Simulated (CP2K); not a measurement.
The system is ZnS (Wurtzite-6H).

```
CELL_PARAMETERS angstrom
3.81200 0.00000 0.00000
-1.90600 3.30129 0.00000
0.00000 0.00000 18.68999
ATOMIC_POSITIONS crystal
Zn 0.33333 0.66667 0.83333
Zn 0.66667 0.33333 0.33333
Zn 0.66667 0.33333 0.66667
Zn 0.33333 0.66667 0.16667
Zn 0.00000 0.00000 0.50000
Zn 0.00000 0.00000 0.00000
S 0.33333 0.66667 0.95833
S 0.66667 0.33333 0.45833
S 0.66667 0.33333 0.79167
S 0.33333 0.66667 0.29167
S 0.00000 0.00000 0.62500
S 0.00000 0.00000 0.12500
```

Base run:

```yaml
Program: CP2K 2026.2
Functional: PBE
Potentials_or_basis: POTENTIAL_UZH Zn GTH-PBE-q12, S GTH-PBE-q6; TZV2P-MOLOPT-PBE-GTH basis
Density_cutoff: 6123 eV
k_mesh: 6 × 6 × 2
Occupations: fermi-dirac, width 0.05 eV
Spin: no spin polarisation
```

Its results: band gap on the k mesh 2.13 eV, direct; pressure 2.4 GPa.

Problem. The run is repeated on the same cell with these changes: potentials or basis from POTENTIAL_UZH Zn GTH-PBE-q12, S GTH-PBE-q6; TZV2P-MOLOPT-PBE-GTH basis to POTENTIAL_UZH Zn GTH-PBE-q12, S GTH-PBE-q6; ccGRB-D basis; basis sets from Zn TZV2P-MOLOPT-PBE-GTH-q12, S TZV2P-MOLOPT-PBE-GTH-q6 to Zn ccGRB-D-q12, S ccGRB-D-q6. What comes out?

Solution. Band gap on the k mesh 2.32 eV, direct; pressure 3.3 GPa.

Caveats: the basis of atomic orbitals isn't converged, which shifts pressures, moduli and gaps.

A k mesh can miss the band edges.
